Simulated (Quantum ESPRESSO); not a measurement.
The system is Si.

```
CELL_PARAMETERS angstrom
0.00000 2.72185 2.72185
2.72185 0.00000 2.72185
2.72185 2.72185 0.00000
ATOMIC_POSITIONS crystal
Si 0.50000 0.50000 0.50000
Si 0.75000 0.75000 0.75000
```

| Quantity | Value |
| --- | --- |
| Program | Quantum ESPRESSO 7.5 |
| Task | phonon dispersion |
| Functional | LDA |
| Potentials or basis | GBRV 1.5 LDA |
| Cutoff | 612 eV |
| Density cutoff | 4898 eV |
| k mesh | 4 × 4 × 4, shifted |
| Occupations | fermi-dirac, width 0.05 eV |
| Spin | no spin polarisation |
| Form of the LDA correlation | PZ81 |
| Mixing beta | 0.5 |
| Most SCF iterations | 120 |
| SCF threshold | 4e-10 Ry |
| q mesh | 2 × 2 × 2 |

The cell and the atoms were relaxed first, to 19.69 Å³/atom (a = 3.819 Å, b = 3.819 Å, c = 3.819 Å, α = 60.00°, β = 60.00°, γ = 60.00°), and the response was taken there.

The first run showed a gap, so the response started from a second, tighter run with fixed occupations.

Task: Is this structure dynamically stable at this level, and how far does the spectrum reach?

Result: Yes, as far as this q mesh shows: no mode on the path is imaginary. The highest frequency is 514 cm⁻¹.

Phonon frequencies at the corners of the path (cm⁻¹, interpolated; i marks imaginary ones):
| point | frequencies |
| --- | --- |
| Γ | 0 0 0 514 514 514 |
| X | 136 136 409 409 461 461 |
| W | 186 186 377 377 473 473 |
| K | 127 212 369 395 470 477 |
| L | 104 104 372 413 490 490 |
| U | 127 212 369 395 470 477 |

Harmonic thermodynamics per atom at this volume (zero-point energy 61.4 meV, Debye temperature from the second moment 679 K):
```
 T (K)  free energy (meV)  entropy (k_B)  heat capacity Cv (k_B)
    50               61.2           0.18                    0.39
   100               59.5           0.63                    0.96
   200               49.9           1.60                    1.89
298.15               32.7           2.45                    2.37
   500              -22.3           3.79                    2.74
   800             -138.5           5.12                    2.90
```

Phonon states per cell in windows of 25 cm⁻¹ (negative: imaginary):
```csv
from (cm⁻¹),total
0,0.00
25,0.03
50,0.10
75,0.25
100,0.54
125,0.49
150,0.29
175,0.29
200,0.12
225,0.05
250,0.07
275,0.10
300,0.15
325,0.29
350,0.21
375,0.06
400,0.34
425,0.27
450,0.44
475,1.68
500,0.22
```

A q mesh this small can miss soft modes between its points.

Caveat: the q mesh is small, so phonon branches between its points and thermal values are rough.
